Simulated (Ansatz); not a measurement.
A run of Ansatz 0.2.0 is set up as follows.

Contents of input.yaml:

```yaml
crystal:
  lattice:
    - [2.98064, 0.0, 0.0]
    - [-1.49032, 2.58131, 0.0]
    - [0.0, 0.0, 2.68337]
  atoms:
    - { symbol: Ga, position: [0.66667, 0.33333, 0.5] }
    - { symbol: "N", position: [0.0, 0.0, 0.0] }
hamiltonian:
  xc: pbesol
  pseudopotentials: { kind: paw }
kpoints:
  mp_grid: { grid: [10, 10, 10] }
  band_path:
    path:
      - [[0.0, 0.0, 0.0], [0.5, 0.0, 0.0], [0.3333333333, 0.3333333333, 0.0], [0.0, 0.0, 0.0], [0.0, 0.0, 0.5], [0.5, 0.0, 0.5], [0.3333333333, 0.3333333333, 0.5], [0.0, 0.0, 0.5]]
      - [[0.5, 0.0, 0.5], [0.5, 0.0, 0.0]]
      - [[0.3333333333, 0.3333333333, 0.0], [0.3333333333, 0.3333333333, 0.5]]
    npoints: 14
scf:
  occupations: { method: fermi_dirac, width: 0.05 }
  n_extra_bands: 6
output:
  forces: true
  stress: true
  eigenvalues: true
  fatbands: false
```

Potentials or basis: Ansatz PAW.

Command:

```sh
$ ansatz run input.yaml --threads 2 --pin off --max-ram 5632MiB --backend cpu --events-out ev --progress --plain --runs-dir out
```

Q: Predict the pressure.

A: -6.6 GPa.

Q: What does it give for the band gap on the k mesh?

A: None (metal or under the smearing width).

Levels at the corners of the path, in eV from the Fermi level:
| point | band 5 | band 6 | band 7 | band 8 | band 9 | band 10 | band 11 | band 12 | band 13 | band 14 |
| --- | --- | --- | --- | --- | --- | --- | --- | --- | --- | --- |
| Γ | -14.57 | -14.57 | -1.23 | -0.94 | -0.94 | -0.24 | 9.54 | 9.54 | 10.66 | 14.55 |
| M | -14.59 | -13.69 | -8.64 | -2.79 | 0.14 | 2.41 | 7.14 | 11.26 | 12.64 | 12.68 |
| K | -14.64 | -13.19 | -7.84 | -6.19 | 0.31 | 6.59 | 7.13 | 8.00 | 13.05 | 17.69 |
| Γ | -14.57 | -14.57 | -1.23 | -0.94 | -0.94 | -0.24 | 9.54 | 9.54 | 10.66 | 14.55 |
| A | -14.76 | -14.52 | -9.31 | -0.01 | -0.01 | 5.27 | 5.83 | 12.40 | 12.40 | 16.72 |
| L | -14.43 | -11.65 | -6.10 | -5.38 | -1.23 | -0.64 | 7.19 | 7.82 | 7.91 | 13.81 |
| H | -14.44 | -11.27 | -5.40 | -5.02 | -2.53 | 0.02 | 1.19 | 9.46 | 13.11 | 13.50 |
| A | -14.76 | -14.52 | -9.31 | -0.01 | -0.01 | 5.27 | 5.83 | 12.40 | 12.40 | 16.72 |
| L | -14.43 | -11.65 | -6.10 | -5.38 | -1.23 | -0.64 | 7.19 | 7.82 | 7.91 | 13.81 |
| M | -14.59 | -13.69 | -8.64 | -2.79 | 0.14 | 2.41 | 7.14 | 11.26 | 12.64 | 12.68 |
| K | -14.64 | -13.19 | -7.84 | -6.19 | 0.31 | 6.59 | 7.13 | 8.00 | 13.05 | 17.69 |
| H | -14.44 | -11.27 | -5.40 | -5.02 | -2.53 | 0.02 | 1.19 | 9.46 | 13.11 | 13.50 |

Caveat: the pressure holds a Pulay correction of +0.5 GPa for the finite cutoff; the PAW data sets come from PBE, with cores solved anew for the run's functional, which leaves a small shift of forces and pressure.
